**Q:** A copper atom brings eleven electrons to its outer bands, ten counted as 3d and one as 4s. How are they spread over energy in the metal?

**A:** Very unevenly. Roughly ten of them sit in a strip about 4 eV wide, where the crystal offers a few states per eV. The remaining one is thinly spread over a depth of almost 10 eV, at a few tenths of a state per eV or less. That factor of ten between the two kinds of band is worth remembering.

Density of states of copper from exciting sodium: all-electron LAPW+lo DFT with the LDA-PZ functional, without spin polarisation or spin–orbit coupling, for a one-atom cell strained at random at fixed volume. The k-mesh is 11×11×11 and the Gaussian smearing 0.05 eV wide. Values are per cell, both spins together, averaged over equal energy bins.

| energy from the Fermi level (eV) | density of states (states/eV) |
| --- | --- |
| -9.833 | 0.000 |
| -9.167 | 0.040 |
| -8.500 | 0.080 |
| -7.833 | 0.110 |
| -7.167 | 0.140 |
| -6.500 | 0.180 |
| -5.833 | 0.270 |
| -5.167 | 0.700 |
| -4.500 | 1.630 |
| -3.833 | 2.150 |
| -3.167 | 3.730 |
| -2.500 | 3.170 |
| -1.833 | 4.260 |
| -1.167 | 0.390 |
| -0.500 | 0.310 |
| 0.167 | 0.300 |
| 0.833 | 0.260 |
| 1.500 | 0.260 |
| 2.167 | 0.230 |
| 2.833 | 0.190 |
| 3.500 | 0.180 |
| 4.167 | 0.260 |
| 4.833 | 0.270 |
| 5.500 | 0.310 |

**Q:** How do I read the two columns?

**A:** The density of states says how many electrons one atom's share of the crystal could hold per eV, both spins together. Energies are counted from the Fermi level, so states at negative energies are filled and those at positive energies are empty. Each row is a mean over a bin two thirds of an eV wide. Density times bin width is therefore a number of electrons, and adding rows counts them. The word "sodium" above the table is only the release name of the program, exciting; the metal is copper.

**Q:** Then let me take the tallest row, at −1.833 eV. Why does it reach 4.26 states per eV when the next row up has only 0.39?

**A:** Begin with the whole tall group, the six rows from −5.167 to −1.833 eV. A set of bands has a fixed capacity: five d orbitals per atom give five bands, which hold ten electrons. If they are squeezed into a narrow range, their density must be high. Ten electrons spread evenly over the width of these six rows would give 2.5 states per eV, and the computed mean is 2.6.

**Q:** What keeps the range narrow?

**A:** The size of the orbitals. A band is wide when an electron passes easily from atom to atom, because the energy then depends strongly on whether neighbouring orbitals are in phase or out of phase. The 3d orbitals are compact and overlap little with those next door, whereas 4s and 4p reach far into the neighbouring atoms. So the d bands are narrow and tall, and the sp bands wide and low.

**Q:** Does the table prove that the tall group is 3d?

**A:** The count supports it, and the established band structure of copper supplies the name. The six rows hold 10.4 electrons, close to the ten that five bands can take. The rows are ranges of energy, not pure orbital populations, since the sp band runs through the same energies and mixes with the d states.

There is also a flaw in the count. All filled states together come to about 11.5 electrons instead of 11, which is more than the rounding of the entries can explain. The filled rows outside the tall group already hold about one electron, so the surplus over ten in the six rows is probably part of this flaw and no sign of extra sp electrons. I don't know the cause, so I would trust the grouping but not the decimals.

**Q:** The tall group is lopsided, though. Its upper three rows hold 71 % of it.

**A:** Theory offers a reason in the close packing, where neighbouring atoms form triangles. At the bottom of a band all three atoms of a triangle can be in phase. At the top they would all have to be out of phase with each other, which three atoms cannot manage: if two are opposite, the third agrees with one of them. The antibonding end is therefore less spread out, and states crowd there. This is a simplified picture, because d orbitals have lobes of both signs, but it gives the right direction. Mixing with the sp band stretches the lower part further.

**Q:** And the dip at −2.5 eV, in the middle of the high rows?

**A:** Several d bands overlap there, each with its own peaks where it runs flat. A wide bin may catch one peak and miss another, so the dip could partly reflect where the bin edges fall. That is a guess, and I would not build on it.

**Q:** Now the low rows. Can I estimate one without a band calculation?

**A:** Yes, with free electrons. Give each atom one electron in its own volume V = 11.81 Å³ and ignore the atomic potential. Such electrons fill levels up to a height E₁ above the band bottom:

E₁ = (ħ²/2m)(3π²/V)^(2/3) ≈ 7.0 eV,

where m is the electron mass and ħ²/2m is about 3.8 eV Å². The number of electrons up to a height ε grows as (ε/E₁)^(3/2), because the allowed waves fill a sphere whose radius grows as √ε. The density of states is the slope of that number:

g(ε) = 1.5 √ε / E₁^(3/2).

Now take the row at −8.5 eV. The first row with any states has its lower edge at −9.5 eV, which I take as the band bottom, so ε = 1.0 eV. Then g = 1.5 × 1.0 / 7.0^(3/2) ≈ 0.08 states per eV, and the table has 0.08.

**Q:** That looks suspiciously good.

**A:** The exactness is partly luck. No constant was fitted to this row, but the band bottom was read from the row below it and is known only to a fraction of a bin. Had the bottom been a quarter of an eV higher, the estimate would drop by about an eighth. What matters is that the lowest states of copper behave much like waves in an empty box. The printed output carries the same estimate through every row.

**Q:** Where does it begin to fail?

**A:** On the way up to the d group. At −5.833 eV the computed density is already 1.75 times the free-electron value. When two bands of the same symmetry approach each other, they mix and repel instead of crossing. The rising sp band is bent over below the d levels, and a flatter band packs more states into each eV.

The same repulsion helps to explain why the filled band is so deep. One free electron per atom would fill only 7.0 eV, but the computed bottom lies 9.5 eV below the Fermi level. Waves that would have landed among the d levels are pushed out, some downwards and some upwards. The upper ones carry the Fermi level with them.

**Q:** So is the sudden drop at −1.167 eV a band gap?

**A:** No, it is the upper edge of the d bands. The density falls by a factor of eleven but stays well above zero, because the sp band continues through the Fermi level. That is why copper is a metal.

The position of the edge needs a caution. The local density approximation places copper's d states too close to the Fermi level, by very roughly half an eV compared with photoemission. Spin–orbit coupling is left out as well, but its splitting of these states is smaller than that.

**Q:** Above the Fermi level I would expect free electrons again, with a slow rise. Instead the density sinks to 0.18 at 3.5 eV.

**A:** In that row the table reaches only 62 % of the free-electron value. Part of the fall is only a return from above: just over the d group the density exceeds the free-electron value, probably because mixing with d states still flattens the sp band there. The later shortfall has another cause. In a crystal, a wave whose length fits the spacing of the atomic planes is reflected by them. In the space of wave vectors, these special waves lie on flat faces that enclose a polyhedron, the Brillouin zone. As the energy rises, the sphere of free-electron waves swells until it touches the faces. Near the contact the band flattens, which at first holds the density up. Beyond it, more and more of the surface is cut away, and the density sinks.

**Q:** Does the contact come at the right energy?

**A:** Roughly. If free-electron energies are counted up from the computed band bottom, the sphere for an ideal face-centred cubic crystal of this volume touches the nearest faces at −0.9 eV and the next ones at 2.0 eV. The density is below the free-electron curve from 1.5 eV on, and clearly so from 2.167 to 3.5 eV. The cell in the calculation is slightly strained, so its faces are not all reached at quite the same energies. The recovery from 4.167 eV onwards fits the next band opening beyond the faces, as band theory leads one to expect.

**Q:** Copper wires connect the transistors on a chip. Does this pattern matter there?

**A:** It does. Current is carried by electrons at the Fermi level, and in copper these belong to the wide sp band, where electrons move fast. The d group is full and ends about an eV or more below, so it offers no empty states into which a carrier could be scattered. A metal whose Fermi level cuts through its d bands has many such states, and they tend to raise its resistance. To place a metal in this picture, ask how wide each set of bands is, how many electrons it can hold, and where the filling stops.

Printed output of the fit:

```
electrons in the six tall rows: 10.43
electrons below the tall rows: 0.5467
electrons above the tall rows up to the Fermi level: 0.5166
electrons in all up to the Fermi level (11 expected): 11.49
mean density of states of the six tall rows, states/eV: 2.607
ten electrons spread evenly over the width of the six rows, states/eV: 2.5
percent of the tall group held by its upper three rows: 71.36
factor of the drop from row -1.833 to row -1.167: 10.92
depth of the band bottom below the Fermi level, eV: 9.5
depth that one free electron per atom would fill, eV: 7.031
free electrons per atom that the computed depth would hold: 1.571
free-electron energy at the hexagonal zone face, eV from the Fermi level: -0.8678
free-electron energy at the square zone face, eV from the Fermi level: 2.01
free-electron estimate:
     row  free electrons (states/eV)  computed/free
  -9.833                    1.34e-06              0
  -9.167                     0.04379         0.9134
    -8.5                     0.08008         0.9989
  -7.833                      0.1037          1.061
  -7.167                      0.1228           1.14
    -6.5                      0.1393          1.292
  -5.833                       0.154          1.753
  -5.167                      0.1674          4.181
    -4.5                      0.1799          9.062
  -3.833                      0.1915          11.23
  -3.167                      0.2024          18.42
    -2.5                      0.2128          14.89
  -1.833                      0.2228          19.12
  -1.167                      0.2322          1.679
    -0.5                      0.2413          1.284
   0.167                      0.2501          1.199
   0.833                      0.2586          1.005
     1.5                      0.2668         0.9744
   2.167                      0.2748          0.837
   2.833                      0.2825         0.6725
     3.5                      0.2901         0.6205
   4.167                      0.2974         0.8742
   4.833                      0.3046         0.8865
     5.5                      0.3116         0.9949
```
